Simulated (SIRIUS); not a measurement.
CuO:

```xyz
2
Lattice="2.8363 0.0000 0.0000 -1.4182 2.4563 0.0000 0.0000 0.0000 2.7681" Properties=species:S:1:pos:R:3 pbc="T T T"
Cu    0.0000    0.0000    0.0000
O     1.4182    0.8188    1.3841
```

Measurements of this composition are mostly on another form, of space group No. 15.

Program: SIRIUS 7.10.0. Alike in all runs: task single point; potentials or basis PseudoDojo 0.4.1 PBE standard (scalar relativistic); no spin polarisation; cell as given; k mesh 9 × 9 × 8; cutoff (eV) 1254; smearing fermi-dirac 0.05 eV.

Q: Order these runs on this cell by their pressure, lowest first.
A. level LDA
B. level B86bPBE
C. level PW91
D. level PBEsol
E. level PBEint

A: A (-16.9 GPa), D (-9.8 GPa), E (-7.0 GPa), C (-1.6 GPa), B (0.4 GPa).

Caveats: the potentials were made for another functional, which shifts forces and pressure; an odd number of electrons without spin polarisation forces a metal; a magnetic or distorted state may lie lower; the run has no spin polarisation, though such a crystal can be magnetic.

Not every run made on this cell is shown here.
